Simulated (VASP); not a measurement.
# ZnS (Sphalerite): the relaxed cell at several levels of theory, part 2 of 2

How much does the relaxed cell of ZnS (Sphalerite) depend on the functional? The starting structure is a measured crystal structure from the Crystallography Open Database. The first relaxation on each setting starts from this cell expanded by 3 % in volume.

VASP 6.6.1.

Results so far: PBEsol 19.24 Å³ an atom; LDA 18.60 Å³ an atom; PBE 20.19 Å³ an atom.

## Step 5: Relaxation with PBEsol + D3(BJ)

Level of this step: PBEsol with D3(BJ); plane waves and PAW (Zn, S) (VASP).

D3 with Becke-Johnson damping keeps a finite attraction at short range. This run starts from the cell of an earlier relaxation, which isn't shown; the restart sets up the plane waves anew.

Contents of INCAR:

```
SYSTEM = ZnS
PREC = Accurate
ENCUT = 450
EDIFF = 1E-06
NELM = 100
ISMEAR = 0
SIGMA = 0.03
LREAL = .FALSE.
ALGO = Normal
GGA = PS
IVDW = 12
NBANDS = 15
LORBIT = 11
LWAVE = .FALSE.
LCHARG = .FALSE.
KPAR = 8
IBRION = 2
NSW = 50
ISIF = 3
EDIFFG = -0.006
```

Contents of POSCAR:

```
ZnS
1.0
    0.0000000000      2.6554867092      2.6554867092
    2.6554867092      0.0000000000      2.6554867092
    2.6554867092      2.6554867092      0.0000000000
Zn S
1 1
Direct
    0.0000000000      0.0000000000      0.0000000000
    0.7500000000      0.7500000000      0.7500000000
```

Contents of KPOINTS:

```
Automatic mesh
0
Gamma
8 8 8
0 0 0
```

PAW data sets: Zn and S (PBE family, release 64).

Run with:

```bash
$ mpirun -np 8 vasp_std
```

The log of the run:

```text
[banner, memory and clock lines left out]
running    8 mpi-ranks, on    1 nodes
[...]
[... a notice as in an earlier step ...]

 [... a notice as in an earlier step ...]

 LDA part: xc-table for (Slater+PW92), standard interpolation
 POSCAR, INCAR and KPOINTS ok, starting setup
[...]
entering main loop
       N       E                     dE             d eps       ncg     rms          rms(c)
DAV:   1     0.825402598337E+02    0.82540E+02   -0.83866E+03   870   0.132E+03
DAV:   2    -0.284103210688E+01   -0.85381E+02   -0.80072E+02   975   0.248E+02
DAV:   3    -0.794058727874E+01   -0.50996E+01   -0.50798E+01  1094   0.619E+01
DAV:   4    -0.799246142500E+01   -0.51874E-01   -0.51865E-01  1045   0.665E+00
[...]
DAV:  10    -0.757869962520E+01   -0.74380E-04   -0.15887E-04  1046   0.102E-01    0.273E-02
DAV:  11    -0.757869564890E+01    0.39763E-05   -0.24227E-05  1128   0.481E-02    0.469E-03
DAV:  12    -0.757869597137E+01   -0.32247E-06   -0.33915E-06  1003   0.128E-02
   1 F= -.81244073E+01 E0= -.81244073E+01  d E =-.812441E+01
[...]
reached required accuracy - stopping structural energy minimisation
```

It took 2.2 s on 8 MPI ranks of Intel Xeon 6975P-C (Granite Rapids), shared host; peak memory 1.3 GiB.

OUTCAR, selected parts (step 5):

```text
 Edisp (eV)   -0.54571

  Total      -0.01024    -0.01024    -0.01024     0.00000     0.00000    -0.00000
  in kB      -0.43818    -0.43818    -0.43818     0.00000     0.00000    -0.00000
  external pressure =       -0.44 kB  Pullay stress =        0.00 kB

 POSITION                                       TOTAL-FORCE (eV/Angst)
 -----------------------------------------------------------------------------------
      0.00000      0.00000      0.00000         0.000000      0.000000      0.000000
      3.98323      3.98323      3.98323        -0.000000     -0.000000     -0.000000
 -----------------------------------------------------------------------------------
    total drift:                               -0.000002     -0.000002     -0.000002

  FREE ENERGIE OF THE ION-ELECTRON SYSTEM (eV)
  ---------------------------------------------------
  free  energy   TOTEN  =        -8.1244072824 eV

  energy  without entropy=       -8.1244072824  energy(sigma->0) =       -8.12440728

[... 2 parts as in an earlier step ...]

[... 2 further parts left out ...]
[key lines of the parts left out:]
E-fermi :   2.7247
```

With PBEsol + D3(BJ) the relaxed cell holds 18.725 Å³ an atom, -5.35 % against the measured cell, with a = 5.311 Å. That is -2.70 % from PBEsol. Pressures at 0.985 and 1.015 times this volume, from two more relaxations that aren't shown, give a bulk modulus of 83.8 GPa.

## Step 6: Relaxation with r2SCAN

r2SCAN adds the kinetic-energy density, costs more than a GGA and is run with LASPH. This run starts from the cell of an earlier relaxation, which isn't shown; the restart sets up the plane waves anew.

Changes to INCAR since step 5:

```diff
@@ -9,4 +9,4 @@
 ALGO = Normal
-GGA = PS
-IVDW = 12
+METAGGA = R2SCAN
+LASPH = .TRUE.
 NBANDS = 15
```

Contents of POSCAR:

```
ZnS
1.0
    0.0000000000      2.6940240649      2.6940240649
    2.6940240649      0.0000000000      2.6940240649
    2.6940240649      2.6940240649      0.0000000000
Zn S
1 1
Direct
    0.0000000000      0.0000000000      0.0000000000
    0.7500000000      0.7500000000      0.7500000000
```

KPOINTS is that of step 5.

Run with:

```bash
$ mpirun -np 8 vasp_std
```

The log of the run:

```text
[banner, memory and clock lines left out]
running    8 mpi-ranks, on    1 nodes
[...]
[... a notice as in an earlier step ...]

 [... a notice as in an earlier step ...]

 LDA part: xc-table for (None), standard interpolation
 POSCAR, INCAR and KPOINTS ok, starting setup
[...]
entering main loop
       N       E                     dE             d eps       ncg     rms          rms(c)
DAV:   1     0.709247343984E+02    0.70925E+02   -0.85096E+03   870   0.133E+03
DAV:   2    -0.165099373563E+02   -0.87435E+02   -0.82088E+02   982   0.256E+02
DAV:   3    -0.218842017166E+02   -0.53743E+01   -0.53548E+01  1129   0.662E+01
DAV:   4    -0.219346144281E+02   -0.50413E-01   -0.50403E-01  1010   0.657E+00
[...]
DAV:  13    -0.188646077789E+02   -0.15865E-05   -0.62161E-06  1102   0.540E-02    0.458E-03
DAV:  14    -0.188646109853E+02   -0.32063E-05   -0.14525E-06   655   0.997E-03    0.129E-03
DAV:  15    -0.188646112658E+02   -0.28055E-06   -0.10014E-07   470   0.303E-03
   1 F= -.18864611E+02 E0= -.18864611E+02  d E =-.188646E+02
[...]
N       E                     dE             d eps       ncg     rms          rms(c)
DAV:   1    -0.188647988988E+02   -0.18791E-03   -0.21213E-03  1052   0.103E+00    0.992E-02
DAV:   2    -0.188646694129E+02    0.12949E-03   -0.44868E-04  1073   0.650E-01    0.400E-02
DAV:   3    -0.188646477108E+02    0.21702E-04   -0.15721E-05  1010   0.351E-02    0.183E-02
DAV:   4    -0.188646385677E+02    0.91432E-05   -0.23792E-06  1115   0.205E-02    0.869E-03
DAV:   5    -0.188646348672E+02    0.37004E-05   -0.65477E-07   463   0.132E-02    0.175E-03
DAV:   6    -0.188646342514E+02    0.61584E-06   -0.44492E-07   435   0.736E-03
   2 F= -.18864634E+02 E0= -.18864634E+02  d E =-.229856E-04
 trial-energy change:   -0.000023  1 .order   -0.000006   -0.000014    0.000002
 step:   0.9827(harm=  0.8770)  dis= 0.00000  next Energy=   -18.864634 (dE=-0.230E-04)
 reached required accuracy - stopping structural energy minimisation
```

The job ended after 12 s (8 MPI ranks; peak memory 1.4 GiB).

From OUTCAR (step 6):

```text
  Total        0.0019675      0.0019675      0.0019675      0.0000000     -0.0000000      0.0000000
  in kB        0.0806936      0.0806936      0.0806936      0.0000000     -0.0000000      0.0000000
  external PRESSURE =       0.0806936 kB  Pullay stress =       0.0000000 kB

 POSITION                                       TOTAL-FORCE (eV/Angst)
 -----------------------------------------------------------------------------------
      5.38623      5.38623      5.38623        -0.000000      0.000000     -0.000000
      4.03967      4.03967      4.03967         0.000000     -0.000000      0.000000
 -----------------------------------------------------------------------------------
    total drift:                               -0.000011     -0.000011     -0.000011

  FREE ENERGIE OF THE ION-ELECTRON SYSTEM (eV)
  ---------------------------------------------------
  free  energy   TOTEN  =       -18.8646342514 eV

  energy  without entropy=      -18.8646342514  energy(sigma->0) =      -18.86463425

[... 2 parts as in an earlier step ...]

[... 2 further parts left out ...]
[key lines of the parts left out:]
E-fermi :   2.1030
```

With r2SCAN the relaxed cell holds 19.533 Å³ an atom, -1.27 % against the measured cell, with a = 5.386 Å. That is +1.50 % from PBEsol. Pressures at 0.985 and 1.015 times this volume, from two more relaxations that aren't shown, give a bulk modulus of 75.9 GPa.

## Step 7: Relaxation with r2SCAN + rVV10

rVV10 adds a nonlocal correlation energy for dispersion. This run starts from the cell of an earlier relaxation, which isn't shown; the restart sets up the plane waves anew.

Changes to INCAR since step 6:

```diff
@@ -10,2 +10,6 @@
 METAGGA = R2SCAN
+LUSE_VDW = .TRUE.
+IVDW_NL = 2
+BPARAM = 11.95
+CPARAM = 0.0093
 LASPH = .TRUE.
```

Contents of POSCAR:

```
ZnS
1.0
    0.0000000000      2.6844311396      2.6844311396
    2.6844311396      0.0000000000      2.6844311396
    2.6844311396      2.6844311396      0.0000000000
Zn S
1 1
Direct
    0.0000000000      0.0000000000      0.0000000000
    0.7500000000      0.7500000000      0.7500000000
```

KPOINTS is that of step 6.

Run with:

```bash
$ mpirun -np 8 vasp_std
```

The log of the run:

```text
[banner, memory and clock lines left out]
running    8 mpi-ranks, on    1 nodes
[...]
[... a notice as in an earlier step ...]

|                                                                             |
|               ----> ADVICE to this user running VASP <----                  |
|                                                                             |
|     You have switched on vdW-DFT.                                           |
|     This routine was written and supplied by Jiri Klimes. We recommend      |
|     that you carefully read and cite the following publications:            |
|       J. Klimes, D.R. Bowler, A. Michelides                                 |
|          J. Phys.: Cond Matt. 22 022201 (2010)                              |
|       J. Klimes, D.R. Bowler, A. Michelides                                 |
|          Phys. Rev. B. 83, 195131 (2011)                                    |
|     and references therein.                                                 |
[...]
Total rVV10 correction in eV:      0.5045565    19.1243594
Total rVV10 correction in eV:      0.5045565    19.1243594
Total rVV10 correction in eV:      0.5045565    19.1243594
Total rVV10 correction in eV:      0.5045565    19.1243594
Total rVV10 correction in eV:      0.5045565    19.1243594
Total rVV10 correction in eV:      0.5045565    19.1243594
Total rVV10 correction in eV:      0.5045565    19.1243594
Total rVV10 correction in eV:      0.5045565    19.1243594
Total rVV10 correction in eV:      0.5045610    19.1243594
Total rVV10 correction in eV:      0.5045610    19.1243594
Total rVV10 correction in eV:      0.5045610    19.1243594
Total rVV10 correction in eV:      0.5045610    19.1243594
Total rVV10 correction in eV:      0.5045610    19.1243594
Total rVV10 correction in eV:      0.5045610    19.1243594
Total rVV10 correction in eV:      0.5045610    19.1243594
Total rVV10 correction in eV:      0.5045610    19.1243594
   1 F= -.18358109E+02 E0= -.18358109E+02  d E =-.183581E+02
[... from here on, the cycles between the ionic steps are left out ...]
   2 F= -.18358118E+02 E0= -.18358118E+02  d E =-.897774E-05
   3 F= -.18358142E+02 E0= -.18358142E+02  d E =-.330025E-04
   4 F= -.18358136E+02 E0= -.18358136E+02  d E =-.271772E-04
[...]
reached required accuracy - stopping structural energy minimisation
```

Run time: 67 s. Hardware: 8 MPI ranks; peak memory 2.2 GiB.

Parts of OUTCAR (step 7):

```text
  Total       -0.0045071     -0.0045071     -0.0045071      0.0000000      0.0000000      0.0000000
  in kB       -0.1868545     -0.1868545     -0.1868545      0.0000000      0.0000000      0.0000000
  external PRESSURE =      -0.1868545 kB  Pullay stress =       0.0000000 kB

 POSITION                                       TOTAL-FORCE (eV/Angst)
 -----------------------------------------------------------------------------------
      0.00000      0.00000      0.00000        -0.000000     -0.000000     -0.000000
      4.02517      4.02517      4.02517         0.000000      0.000000      0.000000
 -----------------------------------------------------------------------------------
    total drift:                               -0.000011     -0.000011     -0.000011

  FREE ENERGIE OF THE ION-ELECTRON SYSTEM (eV)
  ---------------------------------------------------
  free  energy   TOTEN  =       -18.3581363245 eV

  energy  without entropy=      -18.3581363245  energy(sigma->0) =      -18.35813632

[... 2 parts as in an earlier step ...]

[... 2 further parts left out ...]
[key lines of the parts left out:]
E-fermi :   2.1696
```

With r2SCAN + rVV10 the relaxed cell holds 19.323 Å³ an atom, -2.33 % against the measured cell, with a = 5.367 Å. That is +0.41 % from PBEsol. Pressures at 0.985 and 1.015 times this volume, from two more relaxations that aren't shown, give a bulk modulus of 76.7 GPa.

## Step 8: Relaxation with vdW-DF-cx

vdW-DF-cx takes its exchange from the same plasmon model as its correlation. This run starts from the cell of an earlier relaxation, which isn't shown; the restart sets up the plane waves anew.

Changes to INCAR since step 7:

```diff
@@ -9,7 +9,5 @@
 ALGO = Normal
-METAGGA = R2SCAN
+GGA = CX
+AGGAC = 0
 LUSE_VDW = .TRUE.
-IVDW_NL = 2
-BPARAM = 11.95
-CPARAM = 0.0093
 LASPH = .TRUE.
```

Contents of POSCAR:

```
ZnS
1.0
    0.0000000000      2.6900362735      2.6900362735
    2.6900362735      0.0000000000      2.6900362735
    2.6900362735      2.6900362735      0.0000000000
Zn S
1 1
Direct
    0.0000000000      0.0000000000      0.0000000000
    0.7500000000      0.7500000000      0.7500000000
```

KPOINTS is that of step 7.

Run with:

```bash
$ mpirun -np 8 vasp_std
```

The log of the run:

```text
[banner, memory and clock lines left out]
running    8 mpi-ranks, on    1 nodes
[...]
[... a notice as in an earlier step ...]

 [... a notice as in an earlier step ...]

 [... a notice as in an earlier step ...]

 LDA part: xc-table for (Slater+PW92), standard interpolation
 POSCAR, INCAR and KPOINTS ok, starting setup
[...]
entering main loop
       N       E                     dE             d eps       ncg     rms          rms(c)
DAV:   1     0.923169364757E+02    0.92317E+02   -0.85186E+03   870   0.131E+03
DAV:   2     0.287840380310E+01   -0.89439E+02   -0.84256E+02   989   0.256E+02
DAV:   3    -0.278955260016E+01   -0.56680E+01   -0.56455E+01  1073   0.657E+01
DAV:   4    -0.285039330654E+01   -0.60841E-01   -0.60828E-01  1066   0.715E+00
[...]
DAV:  10    -0.246874015113E+01   -0.12735E-03   -0.19705E-04  1004   0.107E-01    0.312E-02
DAV:  11    -0.246873254930E+01    0.76018E-05   -0.24598E-05  1059   0.417E-02    0.684E-03
DAV:  12    -0.246873296875E+01   -0.41945E-06   -0.33798E-06  1003   0.122E-02
   1 F= -.24687330E+01 E0= -.24687330E+01  d E =-.246873E+01
[...]
reached required accuracy - stopping structural energy minimisation
```

Wall time 17 s (8 MPI ranks); peak memory 2.5 GiB; 2.1 min of CPU time.

OUTCAR, selected parts (step 8):

```text
  Total       -0.0059388     -0.0059388     -0.0059388      0.0000000      0.0000000     -0.0000000
  in kB       -0.2444007     -0.2444007     -0.2444007      0.0000000      0.0000000     -0.0000000
  external PRESSURE =      -0.2444007 kB  Pullay stress =       0.0000000 kB

 POSITION                                       TOTAL-FORCE (eV/Angst)
 -----------------------------------------------------------------------------------
      0.00000      0.00000      0.00000         0.000000      0.000000     -0.000000
      4.03505      4.03505      4.03505        -0.000000     -0.000000      0.000000
 -----------------------------------------------------------------------------------
    total drift:                               -0.000001     -0.000001     -0.000000

  FREE ENERGIE OF THE ION-ELECTRON SYSTEM (eV)
  ---------------------------------------------------
  free  energy   TOTEN  =        -2.4687329687 eV

  energy  without entropy=       -2.4687329687  energy(sigma->0) =       -2.46873297

[... 2 parts as in an earlier step ...]

[... 2 further parts left out ...]
[key lines of the parts left out:]
E-fermi :   2.3446
```

With vdW-DF-cx the relaxed cell holds 19.466 Å³ an atom, -1.61 % against the measured cell, with a = 5.380 Å. That is +1.15 % from PBEsol. Pressures at 0.985 and 1.015 times this volume, from two more relaxations that aren't shown, give a bulk modulus of 76.5 GPa.

## Step 9: Relaxation with PBEsol + D4

D4 lets the coefficients depend on atomic charges too. This run starts from the cell of an earlier relaxation, which isn't shown; the restart sets up the plane waves anew.

Changes to INCAR since step 8:

```diff
@@ -9,6 +9,4 @@
 ALGO = Normal
-GGA = CX
-AGGAC = 0
-LUSE_VDW = .TRUE.
-LASPH = .TRUE.
+GGA = PS
+IVDW = 13
 NBANDS = 15
```

Contents of POSCAR:

```
ZnS
1.0
    0.0000000000      2.6638574294      2.6638574294
    2.6638574294      0.0000000000      2.6638574294
    2.6638574294      2.6638574294      0.0000000000
Zn S
1 1
Direct
    0.0000000000      0.0000000000      0.0000000000
    0.7500000000      0.7500000000      0.7500000000
```

KPOINTS is that of step 8.

Run with:

```bash
$ mpirun -np 8 vasp_std
```

The log of the run:

```text
[... set-up lines as in an earlier step ...]
 entering main loop
       N       E                     dE             d eps       ncg     rms          rms(c)
DAV:   1     0.812270362302E+02    0.81227E+02   -0.83792E+03   870   0.134E+03
DAV:   2    -0.270980315774E+01   -0.83937E+02   -0.78231E+02   933   0.246E+02
DAV:   3    -0.794060750524E+01   -0.52308E+01   -0.52070E+01  1101   0.629E+01
DAV:   4    -0.799481438717E+01   -0.54207E-01   -0.54195E-01  1024   0.671E+00
[...]
DAV:  10    -0.758307020268E+01   -0.77255E-04   -0.15685E-04  1053   0.998E-02    0.257E-02
DAV:  11    -0.758306506256E+01    0.51401E-05   -0.25414E-05  1174   0.502E-02    0.443E-03
DAV:  12    -0.758306540538E+01   -0.34282E-06   -0.33459E-06   975   0.127E-02
   1 F= -.79495141E+01 E0= -.79495141E+01  d E =-.794951E+01
[...]
reached required accuracy - stopping structural energy minimisation
```

The job ended after 2.2 s (8 MPI ranks; peak memory 1.2 GiB).

From OUTCAR (step 9):

```text
  Edisp (eV):   -0.36645

  Total      -0.00956    -0.00956    -0.00956    -0.00000    -0.00000    -0.00000
  in kB      -0.40510    -0.40510    -0.40510    -0.00000    -0.00000    -0.00000
  external pressure =       -0.41 kB  Pullay stress =        0.00 kB

 POSITION                                       TOTAL-FORCE (eV/Angst)
 -----------------------------------------------------------------------------------
      0.00000      0.00000      0.00000         0.000000      0.000000      0.000000
      3.99579      3.99579      3.99579        -0.000000     -0.000000     -0.000000
 -----------------------------------------------------------------------------------
    total drift:                               -0.000002     -0.000002     -0.000002

  FREE ENERGIE OF THE ION-ELECTRON SYSTEM (eV)
  ---------------------------------------------------
  free  energy   TOTEN  =        -7.9495141373 eV

  energy  without entropy=       -7.9495141373  energy(sigma->0) =       -7.94951414

[... 2 parts as in an earlier step ...]

[... 2 further parts left out ...]
[key lines of the parts left out:]
E-fermi :   2.5532
```

With PBEsol + D4 the relaxed cell holds 18.903 Å³ an atom, -4.46 % against the measured cell, with a = 5.328 Å. That is -1.77 % from PBEsol. Pressures at 0.985 and 1.015 times this volume, from two more relaxations that aren't shown, give a bulk modulus of 82.1 GPa.

## Step 10: Comparison

```csv
level,volume (Å³/atom),against the measured cell (%),a (Å),bulk modulus (GPa),pressure left (GPa),core minutes
PBEsol,19.244,-2.73,5.3596,78.8,-0.02,0.933
LDA,18.597,-6.01,5.2988,86.5,0.04,0.853
PBE,20.189,2.04,5.4459,70.1,0.01,0.533
PBEsol + D3(BJ),18.725,-5.35,5.311,83.8,-0.04,0.907
r2SCAN,19.533,-1.27,5.3862,75.9,0.01,4.69
r2SCAN + rVV10,19.323,-2.33,5.3669,76.7,-0.02,21.3
vdW-DF-cx,19.466,-1.61,5.3801,76.5,-0.02,8.77
PBEsol + D4,18.903,-4.46,5.3277,82.1,-0.04,0.96
```

Core minutes are wall time times ranks, summed over the relaxations behind a row (those for a bulk modulus apart), on shared hosts.

## Step 11: Results

| Quantity | Value |
| --- | --- |
| volume, PBEsol | 19.24 Å³/atom |
| volume, LDA | 18.60 Å³/atom |
| volume, PBE | 20.19 Å³/atom |
| volume, PBEsol + D3(BJ) | 18.73 Å³/atom |
| volume, r2SCAN | 19.53 Å³/atom |
| volume, r2SCAN + rVV10 | 19.32 Å³/atom |
| volume, vdW-DF-cx | 19.47 Å³/atom |
| volume, PBEsol + D4 | 18.90 Å³/atom |

In words: Across 8 levels the volume of ZnS (Sphalerite) spans 8.6 %, from 18.60 Å³ an atom (LDA) to 20.19 Å³ (PBE). Against the measured volume of the starting structure, r2SCAN comes nearest (-1.3 %) and LDA lies farthest (-6.0 %). The measured cell holds zero-point expansion and, unless it was taken cold, thermal expansion, which the runs lack, so small differences decide nothing. Adding D3(BJ) to PBEsol changes the volume by -2.7 %. Adding rVV10 to r2SCAN changes the volume by -1.1 %. Adding D4 to PBEsol changes the volume by -1.8 %. The bulk modulus goes from 70.1 GPa (PBE) to 86.5 GPa (LDA). LASPH is on in some of these runs and off in others, which adds a little to the differences. All runs keep the symmetry of the start, so they can't find a distortion of lower symmetry. Further runs on this material are not shown.

[Lines on the potential files, build, host, timing and source positions are cut from VASP's logs without a mark.]

[Logs are printed without paths, hosts, clocks, repeated set-up lines and the standing remarks that a program may print on its own settings, such as how far it seeks lower states.]

[Hosts, paths, dates, database ids (printed as entryN), source tags and the programs' standing remarks are cut or masked in the printed files.]
